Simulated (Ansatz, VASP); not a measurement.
# One calculation of SrO, two programs

Contents of INCAR:

```
SYSTEM = SrO
  PREC = Accurate
  ENCUT = 520
  EDIFF = 1E-8
  ISMEAR = -1
  SIGMA = 0.03
  LREAL = .FALSE.
  LASPH = .TRUE.
  NELM = 60
  ALGO = Normal
  ISIF = 2
  LWAVE = .FALSE.
  LCHARG = .FALSE.
  GGA = PS
  LEFG = .TRUE.
  NBANDS = 15
```

The input KPOINTS:

```
regular mesh
0
G
  8 8 8
  0 0 0
```

Contents of POSCAR:

```
SrO
1.0
    0.0000000000      2.5698000000      2.5698000000
    2.5698000000      0.0000000000      2.5698000000
    2.5698000000      2.5698000000      0.0000000000
Sr O
1 1
Direct
    0.0000000000      0.0000000000      0.0000000000
    0.5000000000      0.5000000000      0.5000000000
```

Input for Ansatz:

```yaml
crystal:
  lattice:
    - [0.0, 2.5698, 2.5698]
    - [2.5698, 0.0, 2.5698]
    - [2.5698, 2.5698, 0.0]
  atoms:
    - { symbol: Sr, position: [0.0, 0.0, 0.0] }
    - { symbol: O, position: [0.5, 0.5, 0.5] }
kpoints:
  mp_grid: { grid: [8, 8, 8] }
  band_path:
    path:
      - [0.0, 0.0, 0.0]
      - [0.5, 0.0, 0.5]
      - [0.625, 0.25, 0.625]
      - [0.375, 0.375, 0.75]
      - [0.0, 0.0, 0.0]
      - [0.5, 0.5, 0.5]
      - [0.5, 0.25, 0.75]
      - [0.5, 0.0, 0.5]
    npoints: 14
scf:
  occupations: { method: fermi_dirac, width: 0.03 }
hamiltonian:
  xc: pbesol
  pseudopotentials: { kind: paw }
output:
  forces: true
  stress: true
  eigenvalues: true
  efg: { contact_densities: true }
  populations: true
  bader: true
  dos: { projected: true, de: 0.2, e_range: [-14, 8] }
  write_density: true
  write_potential: true
  elf: true
  volumetric_format: npy
```

Alike in both runs: task electric field gradients; functional PBEsol; k mesh 8 × 8 × 8; occupations fermi-dirac, width 0.03 eV; no spin polarisation.

|  | VASP | Ansatz |
| --- | --- | --- |
| version | VASP 6.6.1 | Ansatz 0.2.0 |
| potentials or method | VASP PAW PBE potentials, release 64 (Sr_sv, O) | PAW with Ansatz's default frozen-core files, scalar-relativistic |
| plane-wave cutoff (eV) | 520 | 420 |
| valence electrons in the cell | 16 | 16 |

Ansatz gave:

```
gap on the k mesh at the Fermi level (eV)                      : 3.20
pressure (GPa)                                                 : -0.9
Vzz of the field gradient on the site that differs most (V/Å²) : 0.0
```

Question: What did VASP give for the same quantities?

Answer: gap on the k mesh at the Fermi level (eV): 3.15; pressure (GPa): -0.3; Vzz of the field gradient on the site that differs most (V/Å²): 0.0.

Ansatz warned: «gradients_without_spin_orbit».

Caveats: the PAW data sets were made with another functional, which shifts forces and pressure a little (VASP). A hybrid or GW would open this gap; PBEsol tends to underestimate it. A k mesh can miss the band edges.
